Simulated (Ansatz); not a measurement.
RbBr built on the CsCl prototype was relaxed with 5 functionals in the plane-wave code Ansatz, cell and atoms free, the symmetry of the start kept (meshes: PBE 6×6×6, r2SCAN 6×6×6, PBEsol 6×6×6, LDA 6×6×6, HSE06 4×4×4). The cell comes from a prototype generator: it can be a known phase or a hypothetical one. Spin polarisation is off.

The LDA result:
```xyz
2
Lattice="3.9683 0.0000 0.0000 0.0000 3.9683 0.0000 0.0000 0.0000 3.9683" Properties=species:S:1:pos:R:3 pbc="T T T"
Rb    0.0000    0.0000    0.0000
Br    1.9841    1.9841    1.9841
```

The symmetry is Pm-3m (No. 221, cubic); conventional cell a = 3.968 Å, 31.24 Å³ an atom. Rb has 8 Br at 3.44 Å; Br has 8 Rb at 3.44 Å.

Q: Order the functionals by the relaxed volume, smallest first.
A. LDA
B. r2SCAN
C. HSE06
D. PBE
E. PBEsol

A: A (31.24 Å³/atom), E (33.77 Å³/atom), B (35.17 Å³/atom), C (36.12 Å³/atom), D (36.95 Å³/atom).

Q: What lattice does PBE give?

A: a = 4.197 Å; the volume differs by +18.3 % from LDA's. Around Rb lie 8 Br at 3.63 Å; around Br lie 8 Rb at 3.63 Å.

Q: What lattice does r2SCAN give?

A: a = 4.128 Å; the volume differs by +12.6 % from LDA's. Around Rb lie 8 Br at 3.57 Å; around Br lie 8 Rb at 3.57 Å.

Q: Held at the r2SCAN cell, what mean stress do LDA and PBE find, and does its sign point to their own minimum?

A: Yes. LDA -1.99 GPa, and its relaxed volume is -11.2 % from r2SCAN's; PBE +0.78 GPa, and its relaxed volume is +5.1 % from r2SCAN's. Compression counts positive, so a positive stress asks for a larger cell.
